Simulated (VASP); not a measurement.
# CoO (P3m1) in VASP: further runs

The runs below take CoO through single point, with PBE.

All numbers are computed with VASP 6.6.1; they aren't measurements. Logs are shortened: lines on timing, memory, paths and dates and some standing lists are left out, and cuts for length are marked.

## 1. The structure

The structure is hexagonal, space group P6_3mc (No. 186). The conventional cell has a = 3.198 Å, b = 3.198 Å, c = 5.229 Å, α = 90.00°, β = 90.00°, γ = 120.00°. Co (site symmetry 3m) is surrounded by 4 O at 1.93 to 1.97 Å. O (site symmetry 3m) is surrounded by 4 Co at 1.93 to 1.97 Å.

Measurements of this composition are mostly on another form, of space group No. 225.

## 2. Single point, PBE, collinear spin, ferromagnetic start

File INCAR:

```
PREC = Accurate
ENCUT = 900
EDIFF = 1E-8
ISMEAR = 0
SIGMA = 0.02
LREAL = F
LASPH = T
NELM = 100
ALGO = Normal
ISIF = 2
LWAVE = F
LCHARG = F
ISPIN = 2
MAGMOM = 2 2 0 0
LORBIT = 11
LMAXMIX = 4
GGA = PE
NBANDS = 27
ADDGRID = F
```

File KPOINTS:

```
Automatic mesh
0
Gamma
  12 12 7
```

File POSCAR:

```
CoO
1.0
    3.1976457435      0.0000000000      0.0000000000
   -1.5988228718      2.7692424462      0.0000000000
    0.0000000000      0.0000000000      5.2287097100
Co O
2 2
Direct
    0.3333333333      0.6666666667      0.5033624100
    0.0000000000      0.0000000000      0.0034741400
    0.3333333333      0.6666666667      0.8715556000
    0.0000000000      0.0000000000      0.3716088500
```

Potentials or basis: VASP PAW PBE potentials, release 64 (Co, O).

Started as:

```sh
cat potpaw_PBE.64/Co/POTCAR potpaw_PBE.64/O/POTCAR > POTCAR
mpirun -np 1 vasp_std > vasp.out
```

OUTCAR:

```text
PREC = Accurate
   ENCUT = 900
   EDIFF = 1E-8
   ISMEAR = 0
   LREAL = F
   LASPH = T
   NELM = 100
   ISIF = 2
   ISPIN = 2
   LORBIT = 11
   GGA = PE

 ion  position               nearest neighbor table
   1  0.333  0.667  0.503-   3 1.93   4 1.97   4 1.97   4 1.97
   2  0.000  0.000  0.003-   4 1.92   3 1.97   3 1.97   3 1.97
   3  0.333  0.667  0.872-   1 1.93   2 1.97   2 1.97   2 1.97
   4  0.000  0.000  0.372-   2 1.92   1 1.97   1 1.97   1 1.97

  LATTYP: Found a hexagonal cell.
 ALAT       =     3.1976457435
 C/A-ratio  =     1.6351747909

  Lattice vectors:

 A1 = (   3.1976457435,   0.0000000000,   0.0000000000)
 A2 = (  -1.5988228718,   2.7692424462,   0.0000000000)
 A3 = (   0.0000000000,   0.0000000000,   5.2287097100)

Analysis of symmetry for initial positions (statically):
=====================================================================
 Subroutine PRICEL returns:
 Original cell was already a primitive cell.

 Routine SETGRP: Setting up the symmetry group for a
 hexagonal supercell.

 Subroutine GETGRP returns: Found  6 space group operations
 (whereof  6 operations were pure point group operations)
 out of a pool of 24 trial point group operations.

The static configuration has the point symmetry C_3v.

Analysis of symmetry for dynamics (positions and initial velocities):
=====================================================================
 Subroutine PRICEL returns:
 Original cell was already a primitive cell.

 Routine SETGRP: Setting up the symmetry group for a
 hexagonal supercell.

 Subroutine GETGRP returns: Found  6 space group operations
 (whereof  6 operations were pure point group operations)
 out of a pool of 24 trial point group operations.

The dynamic configuration has the point symmetry C_3v.

Analysis of structural, dynamic, and magnetic symmetry:
=====================================================================
 Subroutine PRICEL returns:
 Original cell was already a primitive cell.

 Routine SETGRP: Setting up the symmetry group for a
 hexagonal supercell.

 Subroutine GETGRP returns: Found  6 space group operations
 (whereof  6 operations were pure point group operations)
 out of a pool of 24 trial point group operations.

The overall configuration has the point symmetry C_3v.

 Subroutine INISYM returns: Found  6 space group operations
 (whereof  6 operations are pure point group operations),
 and found     1 'primitive' translations

----------------------------------------------------------------------------------------

                                     Primitive cell

  volume of cell :      46.3005

  direct lattice vectors                    reciprocal lattice vectors
     3.197645743  0.000000000  0.000000000     0.312730077  0.180554794  0.000000000
    -1.598822872  2.769242446  0.000000000     0.000000000  0.361109588  0.000000000
     0.000000000  0.000000000  5.228709710     0.000000000  0.000000000  0.191251773

  length of vectors
     3.197645743  3.197645744  5.228709710     0.361109588  0.361109588  0.191251773

  position of ions in fractional coordinates (direct lattice)
     0.333333333  0.666666667  0.503362410
     0.000000000  0.000000000  0.003474140
     0.333333333  0.666666667  0.871555600
     0.000000000  0.000000000  0.371608850

  ion indices of the primitive-cell ions
   primitive index   ion index
                 1           1
                 2           2
                 3           3
                 4           4

----------------------------------------------------------------------------------------

 KPOINTS: Automatic mesh

Automatic generation of k-mesh.
 Grid dimensions read from file:
 generate k-points for:   12   12    7

 Generating k-lattice:

  Cartesian coordinates                     Fractional coordinates (reciprocal lattice)
     0.026060840  0.015046233  0.000000000     0.083333333 -0.000000000  0.000000000
     0.000000000  0.030092466  0.000000000     0.000000000  0.083333333  0.000000000
     0.000000000  0.000000000  0.027321682     0.000000000  0.000000000  0.142857143

  Length of vectors
     0.030092466  0.030092466  0.027321682

  Shift w.r.t. Gamma in fractional coordinates (k-lattice)
     0.000000000  0.000000000  0.000000000

 Subroutine IBZKPT returns following result:
 ===========================================

 Found    112 irreducible k-points:

 Following reciprocal coordinates:
            Coordinates               Weight
  0.000000  0.000000  0.000000      1.000000
  0.083333  0.000000  0.000000      6.000000
  0.166667  0.000000  0.000000      6.000000
  0.250000  0.000000  0.000000      6.000000
  0.333333  0.000000  0.000000      6.000000
  0.416667  0.000000  0.000000      6.000000
[... 16 lines left out ...]
  0.166667  0.000000  0.142857      6.000000
  0.000000  0.166667  0.142857      6.000000
 [... further k-points ...]
   k-points           NKPTS =    112   k-points in BZ     NKDIM =    112   number of bands    NBANDS=     27
   number of dos      NEDOS =    301   number of ions     NIONS =      4
   total plane-waves  NPLWV =  55296
   dimension x,y,z NGX =    32 NGY =   32 NGZ =   54
   dimension x,y,z NGXF=    64 NGYF=   64 NGZF=  108
   ions per type =               2   2
   NGX,Y,Z   is equivalent  to a cutoff of  16.64, 16.64, 17.17 a.u.
   NGXF,Y,Z  is equivalent  to a cutoff of  33.27, 33.27, 34.34 a.u.
 SYSTEM =  unknown system
   PREC   = accura    normal or accurate (medium, high low for compatibility)
   ISTART =      0    job   : 0-new  1-cont  2-samecut
   ICHARG =      2    charge: 1-file 2-atom 10-const
   ISPIN  =      2    spin polarized calculation?
   LNONCOLLINEAR =      F non collinear calculations
   LSORBIT =      F    spin-orbit coupling
   LASPH  =      T    aspherical Exc in radial PAW
   ENCUT  =  900.0 eV  66.15 Ry    8.13 a.u.   7.82  7.82 12.79*2*pi/ulx,y,z
   NELM   =    100;   NELMIN=  2; NELMDL= -5     # of ELM steps
   EDIFF  = 0.1E-07   stopping-criterion for ELM
   LREAL  =      F    real-space projection
   EDIFFG = 0.1E-06   stopping-criterion for IOM
   NSW    =      0    number of steps for IOM
   IBRION =     -1    ionic relax: 0-MD 1-quasi-New 2-CG
   NFREE  =      0    steps in history (QN), initial steepest desc. (CG)
   ISIF   =      2    stress and relaxation
   ISYM   =      2    0-nonsym 1-usesym 2-fastsym
   POTIM  = 0.5000    time-step for ionic-motion
   TEBEG  =    0.0;   TEEND  =   0.0 temperature during run
   PSTRESS=    0.0 pullay stress
   NELECT =      30.0000    total number of electrons
   NUPDOWN=      -1.0000    fix difference up-down
   EMIN   =  10.00;   EMAX   =-10.00  energy-range for DOS
   EFERMI =   0.00;   METHOD = LEGACY
   ISMEAR =     0;   SIGMA  =   0.02  broadening in eV -4-tet -1-fermi 0-gaus
   EFERMI_NEDOS =   21; number of points for ismear=-14 and -15
   IALGO  =     38    algorithm
   IMIX   =      4    mixing-type and parameters
     AMIX     =   0.40;   BMIX     =  1.00
     AMIX_MAG =   1.60;   BMIX_MAG =  1.00
  volume/ion in A,a.u.               =      11.58        78.11
  Fermi-wavevector in a.u.,A,eV,Ry     =   1.416620  2.677023 27.304329  2.006812
  Thomas-Fermi vector in A             =   2.537935
   LORBIT       =     11    0 simple, 1 ext, 2 COOP (PROOUT), +10 PAW based schemes
   GGA     = PE    functional components
   LHFCALC =     F    Hartree Fock is set to
   AEXX    =    0.0000 exact exchange contribution
   IVDW    =     0    specifies the selected vdW correction
   LEPSILON=     F    determine dielectric tensor
   LRPA    =     F    only Hartree local field effects (RPA)
 spin polarized calculation
 Gauss-broadening in eV      SIGMA  =   0.02
  energy-cutoff  :      900.00
  volume of cell :       46.30
 maximum number of plane-waves:      2864
   NGX = 15   NGY = 15   NGZ = 25

 number of electron      30.0000000 magnetization       5.9357979

 Free energy of the ion-electron system (eV)
  ---------------------------------------------------
  ext. energy  EPLUGINS =         0.00000000
  ---------------------------------------------------
  free energy    TOTEN  =       -26.62778008 eV

  energy without entropy =      -26.62751967  energy(sigma->0) =      -26.62764988

 E-fermi :   6.0461     XC(G=0): -11.1068

 val. band max:        6.0443413880   @ k =   0.3333   0.2500   0.1429
 cond. band min:       6.0538175837   @ k =   0.4167   0.1667   0.0000
 fundamental gap:      0.0094761957
 Fermi energy:         6.0460708872

 spin component 1

 k-point     1 :       0.0000    0.0000    0.0000
  band No.  band energies     occupation
      1     -13.9582      1.00000
      2     -13.3275      1.00000
      3      -0.9951      1.00000
      4      -0.2194      1.00000
      5      -0.0610      1.00000
      6      -0.0610      1.00000
[... 19 lines left out ...]
     26      20.7718      0.00000
     27      22.1565      0.00000
[... 667 lines left out ...]
      5      -0.0847      1.00000
      6       0.0339      1.00000
[... 19 lines left out ...]
     26      20.7234      0.00000
     27      21.5993      0.00000

 [... further k-points ...]

 spin component 2

 k-point     1 :       0.0000    0.0000    0.0000
  band No.  band energies     occupation
      1     -13.3895      1.00000
      2     -12.7257      1.00000
      3      -0.4466      1.00000
      4       1.1035      1.00000
      5       1.2541      1.00000
      6       1.2541      1.00000
[... 19 lines left out ...]
     26      21.2926      0.00000
     27      23.2431      0.00000
[... 667 lines left out ...]
      5       1.1123      1.00000
      6       1.2188      1.00000
[... 19 lines left out ...]
     26      21.4279      0.00000
     27      22.2521      0.00000

 [... further k-points ...]

------------------------ aborting loop because EDIFF is reached ----------------------------------------

  FORCE on cell =-STRESS in cart. coord.  units (eV):
  Direction    XX          YY          ZZ          XY          YZ          ZX
  --------------------------------------------------------------------------------------
  -------------------------------------------------------------------------------------
  Total        0.2780135      0.2780135      1.1988207     -0.0000000     -0.0000000      0.0000000
  in kB        9.6203438      9.6203438     41.4838389     -0.0000000     -0.0000000      0.0000000
  external PRESSURE =      20.2415088 kB  Pullay stress =       0.0000000 kB

 VOLUME and BASIS-vectors are now :
 -----------------------------------------------------------------------------
  energy-cutoff  :      900.00
  volume of cell :       46.30
      direct lattice vectors                 reciprocal lattice vectors
     3.197645743  0.000000000  0.000000000     0.312730077  0.180554794  0.000000000
    -1.598822872  2.769242446  0.000000000     0.000000000  0.361109588  0.000000000
     0.000000000  0.000000000  5.228709710     0.000000000  0.000000000  0.191251773

 POSITION                                       TOTAL-FORCE (eV/Angst)
 -----------------------------------------------------------------------------------
     -0.00000      1.84616      2.63194         0.000000     -0.000000     -0.301619
      0.00000      0.00000      0.01817        -0.000000      0.000000     -0.308788
     -0.00000      1.84616      4.55711         0.000000     -0.000000      0.305787
      0.00000      0.00000      1.94303        -0.000000      0.000000      0.304619
 -----------------------------------------------------------------------------------
    total drift:                                0.000000     -0.000000      0.000139

  FREE ENERGIE OF THE ION-ELECTRON SYSTEM (eV)
  ---------------------------------------------------
  free  energy   TOTEN  =       -26.6277800837 eV

  energy  without entropy=      -26.6275196694  energy(sigma->0) =      -26.62764988

 total charge

# of ion       s       p       d       tot
------------------------------------------
    1        0.349   0.435   7.188   7.972
    2        0.349   0.435   7.188   7.972
    3        1.546   3.451   0.000   4.997
    4        1.546   3.451   0.000   4.997
--------------------------------------------------
tot          3.789   7.772  14.377  25.938

 magnetization (x)

# of ion       s       p       d       tot
------------------------------------------
    1        0.016   0.060   2.447   2.524
    2        0.016   0.060   2.447   2.524
    3        0.022   0.298   0.000   0.320
    4        0.022   0.298   0.000   0.320
--------------------------------------------------
tot          0.076   0.717   4.895   5.688
```

Run time: 5.7 min. Hardware: 1 thread of Intel Xeon 6975P-C (Granite Rapids), shared host; peak memory 0.59 GiB.

Results:

```yaml
Free_energy: -26.6278 eV
Pressure: 2.0 GPa
Largest_force: 0.309 eV/Å
Band_gap_on_the_k_mesh: none (metal or under the smearing width)
Net_moment: 5.94 μB per cell
Site_moments: Co +2.52; O +0.32 μB
Valence_electrons_inside_the_program's_atomic_spheres: Co 7.97; O 5.00
```

Forces in eV/Å, atoms in the order of the input:
```
Co   0.000  0.000 -0.302
Co   0.000  0.000 -0.309
O    0.000  0.000  0.306
O    0.000  0.000  0.305
```

Stress tensor (GPa, compression positive):
```
0.96 0.00 0.00
0.00 0.96 0.00
0.00 0.00 4.15
```

Levels at points of the mesh, in eV from the Fermi level:
Spin up:
```csv
k point,band 14,band 15,band 16,band 17,band 18,band 19,band 20,band 21,band 22,band 23
"(0.00, 0.00, 0.00)",-0.74,-0.74,-0.10,0.11,0.11,0.17,5.35,6.96,13.48,13.48
"(0.50, 0.00, 0.00)",-2.08,-2.03,-1.74,-0.66,-0.61,5.57,5.91,7.03,9.21,10.54
```
Spin down:
| k point | band 8 | band 9 | band 10 | band 11 | band 12 | band 13 | band 14 | band 15 | band 16 | band 17 |
| --- | --- | --- | --- | --- | --- | --- | --- | --- | --- | --- |
| (0.00, 0.00, 0.00) | -4.60 | -0.91 | -0.91 | -0.28 | -0.28 | 0.26 | 0.69 | 1.61 | 1.61 | 2.54 |
| (0.50, 0.00, 0.00) | -4.39 | -0.86 | -0.62 | -0.37 | -0.26 | 0.12 | 0.28 | 0.76 | 0.84 | 1.57 |

Caveat: semilocal functionals often make such compounds metallic where correlation or magnetic order opens a gap, which also shifts bond lengths. With open d or f shells a metallic result of PBE can be an artefact of self-interaction; +U or a hybrid may open a gap.

## 3. Single point, PBE, collinear spin, ferromagnetic start

INCAR is that of step 2.

KPOINTS is that of step 2.

File POSCAR:

```
CoO
1.0
    3.1976457435      0.0000000000      0.0000000000
   -1.5988228718      2.7692424462      0.0000000000
    0.0000000000      0.0000000000      5.2287097100
Co O
2 2
Direct
    0.3365030000      0.6381030000      0.5003980000
    0.0481210000      0.0161470000     -0.0014250000
    0.3062570000      0.6452830000      0.8672390000
    0.0541720000      0.0112240000      0.3867870000
```

Potentials or basis: VASP PAW PBE potentials, release 64 (Co, O).

Started as:

```sh
cat potpaw_PBE.64/Co/POTCAR potpaw_PBE.64/O/POTCAR > POTCAR
mpirun -np 1 vasp_std > vasp.out
```

It took 24 min on 1 thread of Intel Xeon 6975P-C (Granite Rapids), shared host; peak memory 1.8 GiB.

Results (log left out):

```yaml
Free_energy: -26.4275 eV
Pressure: 2.8 GPa
Largest_force: 1.310 eV/Å
Band_gap_on_the_k_mesh: none (metal or under the smearing width)
Net_moment: 5.70 μB per cell
Site_moments: Co +2.45, +2.43; O +0.31, +0.30 μB
Valence_electrons_inside_the_program's_atomic_spheres: Co 8.05, 7.97; O 5.00
```

Forces in eV/Å, atoms in the order of the input:
```
Co   0.439  0.846 -0.039
Co  -0.583 -0.313  0.521
O    0.648  0.371  0.322
O   -0.504 -0.903 -0.804
```

Stress tensor (GPa, compression positive):
```
-1.73 -5.47 -0.48
-5.47  7.86  1.14
-0.48  1.14  2.27
```

Levels at points of the mesh, in eV from the Fermi level:
Spin up:
```csv
k point,band 16,band 17,band 18,band 19,band 20,band 21
"(0.00, 0.00, 0.00)",-0.01,0.10,0.42,0.55,5.55,6.96
"(0.50, 0.00, 0.00)",-1.47,-0.21,-0.16,5.72,5.79,6.64
"(0.00, 0.50, 0.00)",-1.58,-0.75,-0.62,5.63,6.17,7.54
"(0.50, 0.50, 0.00)",-1.64,-0.64,-0.55,5.65,6.06,7.61
```
Spin down:
```
           k point  band 8  band 9  band 10  band 11  band 12  band 13  band 14  band 15  band 16  band 17
(0.00, 0.00, 0.00)   -4.25   -0.87    -0.71    -0.29    -0.23     0.50     0.55     1.74     1.88     2.42
(0.50, 0.00, 0.00)   -4.44   -0.79    -0.48    -0.41    -0.14     0.48     0.71     0.77     1.08     1.86
(0.00, 0.50, 0.00)   -4.24   -0.80    -0.65    -0.41    -0.18    -0.09     0.12     0.72     0.90     1.46
(0.50, 0.50, 0.00)   -4.32   -0.74    -0.70    -0.39    -0.18     0.11     0.17     0.75     0.81     1.58
```

Caveat: semilocal functionals often make such compounds metallic where correlation or magnetic order opens a gap, which also shifts bond lengths.

## 4. For comparison

An earlier run on the cell as given: functional PBE; potentials or basis VASP PAW PBE potentials, release 64 (Co, O); cutoff 520 eV; k mesh 10 × 10 × 5; occupations fermi-dirac, width 0.05 eV; collinear spin, ferromagnetic start; starting moments [2.0, 2.0, 0.0, 0.0] μB.

* Pressure: 1.4 GPa
* Largest force: 0.310 eV/Å
* Band gap on the k mesh: none (metal or under the smearing width)
* Net moment: 5.85 μB per cell
* Site moments: Co +2.50; O +0.31 μB
* Valence electrons inside the program's atomic spheres: Co 7.97; O 5.00

## 5. The runs side by side

| cell | k mesh | cutoff (eV) | smearing | gap on the mesh (eV) | pressure (GPa) | moment (μB) | largest force (eV/Å) |
| --- | --- | --- | --- | --- | --- | --- | --- |
| as given | 12 × 12 × 7 | 900 | gaussian 0.02 eV | none | 2.0 | 5.94 | 0.31 |
| grid = ENCUT=900 k=12x12x7 ISMEAR=0 SIGMA=0.02 PREC=Accurate EDIFF=1e-08 LREAL=False ADDGRID=False LASPH=True; atoms moved at random, drawn with an rms of 0.1 Å | 12 × 12 × 7 | 900 | gaussian 0.02 eV | none | 2.8 | 5.70 | 1.31 |
| as given | 10 × 10 × 5 | 520 | fermi-dirac 0.05 eV | none | 1.4 | 5.85 | 0.31 |

Alike in all rows: task single point; level PBE; potentials or basis VASP PAW PBE potentials, release 64 (Co, O); spin collinear, ferromagnetic start.

Caveats: semilocal functionals often make such compounds metallic where correlation or magnetic order opens a gap, which also shifts bond lengths.

Absolute energies hang on the potentials; compare differences alone.
